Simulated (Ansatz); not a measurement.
# Mg (P6_3/mmc) in Ansatz: equation of state

How stiff is Mg in PBEsol, and what volume does it want? The cell is scaled to several volumes.

Program: Ansatz 0.2.0. These are calculated values, not measurements. Logs are shortened: lines on timing, memory, paths and dates and some standing lists are left out, and cuts for length are marked.

### Step 1. Starting point

The structure is hexagonal, space group P6_3/mmc (No. 194). The conventional cell has a = 3.209 Å, b = 3.209 Å, c = 5.210 Å, α = 90.00°, β = 90.00°, γ = 120.00°. Around Mg (site symmetry -6m2) lie 12 Mg at 3.20 to 3.21 Å.

### Step 2. Equation of state, PBEsol

Potentials or basis: all-electron LAPW, scalar-relativistic.

This step only gathers the single runs of the series.

What came out:

- Equilibrium volume: 22.54 Å³/atom
- Bulk modulus at fixed shape and positions: 37 GPa
- Pressure derivative of the bulk modulus: 4.0

Energy against volume, from the lowest point:
```csv
volume (Å³/atom),energy (meV/atom)
21.843,2.32
22.308,0.00
22.772,0.01
23.237,2.09
23.702,6.09
24.167,11.78
24.631,19.02
```

Caveat: the cell was scaled at fixed shape and fractional positions, which overstates the stiffness of a crystal with free parameters, most of all of layers and chains.
